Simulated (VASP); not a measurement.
# CdS (Cm) in VASP: notebook, part 2 of 2

VASP 6.6.1. The steps go on from the part before.

### 3 Single point, PBE (atom 2 (S) moved by (-0.200, -0.200) A along y and z)

INCAR reads:

```
SYSTEM = CdS
ALGO     = Normal         ! electronic algorithm
EDIFF    = 1E-6           ! SCF threshold, eV
ENCUT    = 520            ! plane-wave cutoff, eV
GGA      = PE             ! functional
ISIF     = 2              ! what is computed and relaxed
ISMEAR   = 0              ! smearing method
LASPH    = .True.         ! aspherical terms in the spheres
LCHARG   = .False.        ! write CHGCAR
LREAL    = .False.        ! projectors in reciprocal space
LWAVE    = .False.        ! write WAVECAR
NBANDS   = 16             ! bands
NELM     = 60             ! most SCF steps
PREC     = Accurate       ! precision mode
SIGMA    = 0.03           ! smearing width, eV
```

KPOINTS reads:

```
k-points
0
Gamma
  10 10 10
  0 0 0
```

POSCAR reads:

```
CdS
1.0
    0.0000000000      2.7532440000      2.7532440000
    2.7532440000      0.0000000000      2.7532440000
    2.7532440000      2.7532440000      0.0000000000
Cd S
1 1
Direct
    0.0000000000      0.0000000000      0.0000000000
    0.4273584179      0.5000000000      0.5000000000
```

Potentials or basis: VASP PAW PBE potentials, release 64 (Cd, S).

Command:

```
cat potpaw_PBE.64/Cd/POTCAR potpaw_PBE.64/S/POTCAR > POTCAR
mpirun -np 1 vasp_std > vasp.out
```

OUTCAR:

```text
SYSTEM = CdS
   EDIFF = 1E-6
   ENCUT = 520
   GGA = PE
   ISIF = 2
   ISMEAR = 0
   LASPH = .True.
   LREAL = .False.
   NELM = 60
   PREC = Accurate

 ion  position               nearest neighbor table
   1  0.000  0.000  0.000-   2 2.56   2 2.56   2 2.77   2 2.77   2 2.96   2 2.96
   2  0.427  0.500  0.500-   1 2.56   1 2.56   1 2.77   1 2.77   1 2.96   1 2.96

  LATTYP: Found a face centered cubic cell.
 ALAT       =     5.5064880000

  Lattice vectors:

 A1 = (   0.0000000000,   2.7532440000,   2.7532440000)
 A2 = (   2.7532440000,   0.0000000000,   2.7532440000)
 A3 = (   2.7532440000,   2.7532440000,   0.0000000000)

Analysis of symmetry for initial positions (statically):
=====================================================================
 Subroutine PRICEL returns:
 Original cell was already a primitive cell.

 Routine SETGRP: Setting up the symmetry group for a
 face centered cubic supercell.

 Subroutine GETGRP returns: Found  4 space group operations
 (whereof  4 operations were pure point group operations)
 out of a pool of 48 trial point group operations.

The static configuration has the point symmetry C_2v.

Analysis of symmetry for dynamics (positions and initial velocities):
=====================================================================
 Subroutine PRICEL returns:
 Original cell was already a primitive cell.

 Routine SETGRP: Setting up the symmetry group for a
 face centered cubic supercell.

 Subroutine GETGRP returns: Found  4 space group operations
 (whereof  4 operations were pure point group operations)
 out of a pool of 48 trial point group operations.

The dynamic configuration has the point symmetry C_2v.

 Subroutine INISYM returns: Found  4 space group operations
 (whereof  4 operations are pure point group operations),
 and found     1 'primitive' translations

[... 114 lines left out ...]
     AMIX_MAG =   1.60;   BMIX_MAG =  1.00
  volume/ion in A,a.u.               =      20.87       140.84
  Fermi-wavevector in a.u.,A,eV,Ry     =   1.236833  2.337275 20.813583  1.529755
  Thomas-Fermi vector in A             =   2.371425
   LORBIT       =      0    0 simple, 1 ext, 2 COOP (PROOUT), +10 PAW based schemes
   GGA     = PE    functional components
   LHFCALC =     F    Hartree Fock is set to
   AEXX    =    0.0000 exact exchange contribution
   IVDW    =     0    specifies the selected vdW correction
   LEPSILON=     F    determine dielectric tensor
   LRPA    =     F    only Hartree local field effects (RPA)
 non-spin polarized calculation
 Gauss-broadening in eV      SIGMA  =   0.03
  energy-cutoff  :      520.00
  volume of cell :       41.74
 maximum number of plane-waves:      1158
 NGX is ok and might be reduce to    30
   NGX = 15   NGY = 15   NGZ = 15

 number of electron      18.0000006 magnetization

 Free energy of the ion-electron system (eV)
  ---------------------------------------------------
  ext. energy  EPLUGINS =         0.00000000
  ---------------------------------------------------
  free energy    TOTEN  =        -5.81852805 eV

  energy without entropy =       -5.81852805  energy(sigma->0) =       -5.81852805

 E-fermi :   2.8393     XC(G=0): -10.2845

 val. band max:        2.6818062148   @ k =  -0.4000  -0.2000  -0.2000
 cond. band min:       3.0965383400   @ k =   0.0000   0.5000   0.5000
 fundamental gap:      0.4147321252
 Fermi energy:         2.8392562827

 k-point     1 :       0.0000    0.0000    0.0000
  band No.  band energies     occupation
      1      -9.9982      2.00000
      2      -4.9634      2.00000
      3      -4.9217      2.00000
      4      -4.8907      2.00000
      5      -4.8649      2.00000
      6      -4.8625      2.00000
[... 433 lines left out ...]
      3      -5.0760      2.00000
      4      -4.9429      2.00000
      5      -4.7254      2.00000
      6      -4.6969      2.00000
[... 8 lines left out ...]
     15      15.1296      0.00000
     16      15.5364      0.00000

 [... further k-points ...]

------------------------ aborting loop because EDIFF is reached ----------------------------------------

  FORCE on cell =-STRESS in cart. coord.  units (eV):
  Direction    XX          YY          ZZ          XY          YZ          ZX
  --------------------------------------------------------------------------------------
  -------------------------------------------------------------------------------------
  Total       -0.1013322      0.8355874      0.8355874      0.0000000     -0.1589447      0.0000000
  in kB       -3.8895022     32.0729108     32.0729108      0.0000000     -6.1008805      0.0000000
  external PRESSURE =      20.0854398 kB  Pullay stress =       0.0000000 kB

 VOLUME and BASIS-vectors are now :
 -----------------------------------------------------------------------------
  energy-cutoff  :      520.00
  volume of cell :       41.74
      direct lattice vectors                 reciprocal lattice vectors
     0.000000000  2.753244000  2.753244000    -0.181603955  0.181603955  0.181603955
     2.753244000  0.000000000  2.753244000     0.181603955 -0.181603955  0.181603955
     2.753244000  2.753244000  0.000000000     0.181603955  0.181603955 -0.181603955

 POSITION                                       TOTAL-FORCE (eV/Angst)
 -----------------------------------------------------------------------------------
      0.00000      0.00000      0.00000         0.000000     -0.328076     -0.328076
      2.75324      2.55324      2.55324         0.000000      0.328076      0.328076
 -----------------------------------------------------------------------------------
    total drift:                                0.000000     -0.000259     -0.000259

  FREE ENERGIE OF THE ION-ELECTRON SYSTEM (eV)
  ---------------------------------------------------
  free  energy   TOTEN  =        -5.8185280483 eV

  energy  without entropy=       -5.8185280483  energy(sigma->0) =       -5.81852805
```

OSZICAR:

```text
N       E                     dE             d eps       ncg     rms          rms(c)
DAV:   1     0.108431793706E+03    0.10843E+03   -0.92947E+03  5672   0.105E+03
DAV:   2    -0.251082915930E+01   -0.11094E+03   -0.10393E+03  6712   0.257E+02
DAV:   3    -0.639526974348E+01   -0.38844E+01   -0.38772E+01  6896   0.500E+01
DAV:   4    -0.641388190633E+01   -0.18612E-01   -0.18611E-01  6696   0.345E+00
DAV:   5    -0.641406437010E+01   -0.18246E-03   -0.18246E-03  6992   0.330E-01    0.766E+00
DAV:   6    -0.584534336305E+01    0.56872E+00   -0.88020E-01  7400   0.118E+01    0.635E+00
DAV:   7    -0.581961864571E+01    0.25725E-01   -0.19043E-01  7096   0.311E+00    0.324E+00
DAV:   8    -0.581866685822E+01    0.95179E-03   -0.18555E-02  6496   0.167E+00    0.328E-01
DAV:   9    -0.581845810287E+01    0.20876E-03   -0.15831E-03  7008   0.571E-01    0.617E-02
DAV:  10    -0.581850455940E+01   -0.46457E-04   -0.19913E-04  6832   0.142E-01    0.559E-02
DAV:  11    -0.581853225393E+01   -0.27695E-04   -0.48679E-05  6912   0.700E-02    0.218E-02
DAV:  12    -0.581852772696E+01    0.45270E-05   -0.13605E-05  7072   0.431E-02    0.928E-03
DAV:  13    -0.581852804835E+01   -0.32139E-06   -0.15565E-06  5408   0.796E-03
   1 F= -.58185280E+01 E0= -.58185280E+01  d E =-.708238E-16
```

Run time: 64 s. Hardware: 1 thread of AMD EPYC 9R45 (Zen 5), shared host; peak memory 0.22 GiB.

Results:

- Free energy: -5.8185 eV
- Pressure: 2.0 GPa
- Largest force: 0.464 eV/Å
- Band gap on the k mesh: 0.41 eV, indirect (least direct gap 1.43 eV)

Forces in eV/Å, atoms in the order of the input:
```
Cd   0.000 -0.328 -0.328
S    0.000  0.328  0.328
```

### 4 Single point, PBE (atom 2 (S) moved by (-0.100, +0.000) A along y and z)

Edit INCAR of step 3 so:

```diff
@@ -12,3 +12,3 @@
 NBANDS   = 16             ! bands
-NELM     = 60             ! most SCF steps
+NELM     = 80             ! most SCF steps
 PREC     = Accurate       ! precision mode
```

KPOINTS is that of step 3.

Edit POSCAR of step 3 so:

```diff
@@ -9,2 +9,2 @@
     0.0000000000      0.0000000000      0.0000000000
-    0.4273584179      0.5000000000      0.5000000000
+    0.4818396045      0.5181603955      0.4818396045
```

Command:

```
cat potpaw_PBE.64/Cd/POTCAR potpaw_PBE.64/S/POTCAR > POTCAR
mpirun -np 1 vasp_std > vasp.out
```

Wall time 38 s (1 thread of AMD EPYC 9R45 (Zen 5), shared host); peak memory 0.18 GiB.

The run converged. Its results:

* Free energy: -5.8705 eV
* Pressure: 0.2 GPa
* Largest force: 0.145 eV/Å
* Band gap on the k mesh: 0.27 eV, indirect (least direct gap 1.52 eV)

Forces on the atoms (eV/Å):
```
Cd   0.000 -0.145  0.000
S    0.000  0.145  0.000
```

Stress tensor (GPa, compression positive):
```
-0.13  0.00  0.00
 0.00  0.80  0.00
 0.00  0.00 -0.13
```

Levels at points of the mesh, in eV from the valence-band top:
| k point | band 5 | band 6 | band 7 | band 8 | band 9 | band 10 | band 11 | band 12 | band 13 | band 14 |
| --- | --- | --- | --- | --- | --- | --- | --- | --- | --- | --- |
| (0.00, 0.00, 0.00) | -7.57 | -7.57 | -0.69 | -0.69 | -0.69 | 0.83 | 9.17 | 9.17 | 9.21 | 11.23 |
| (0.50, 0.00, 0.00) | -7.38 | -7.38 | -4.76 | -0.03 | -0.01 | 3.54 | 5.93 | 5.95 | 6.66 | 12.18 |
| (0.50, 0.50, 0.00) | -7.32 | -6.68 | -4.11 | -2.06 | -2.04 | 0.27 | 6.03 | 9.73 | 11.15 | 11.17 |
| (0.50, 0.00, 0.50) | -7.32 | -6.68 | -4.13 | -2.06 | -2.06 | 0.27 | 6.07 | 9.76 | 11.13 | 11.13 |

A k mesh can miss the band edges.

### 5 Overview

```tsv
cell	gap on the mesh (eV)	pressure (GPa)	largest force (eV/Å)
atom 2 (S) moved by (-0.200, -0.100) A along y and z	0.35	1.3	0.39
atom 2 (S) moved by (-0.200, -0.200) A along y and z	0.41	2.0	0.46
atom 2 (S) moved by (-0.100, +0.000) A along y and z	0.27	0.2	0.15
```

Alike in all rows: task single point; level PBE; potentials or basis VASP PAW PBE potentials, release 64 (Cd, S); no spin polarisation; k mesh 10 × 10 × 10; cutoff (eV) 520; smearing gaussian 0.03 eV.

Total energies depend on the potentials used, so only differences within one code and one set of settings carry meaning.
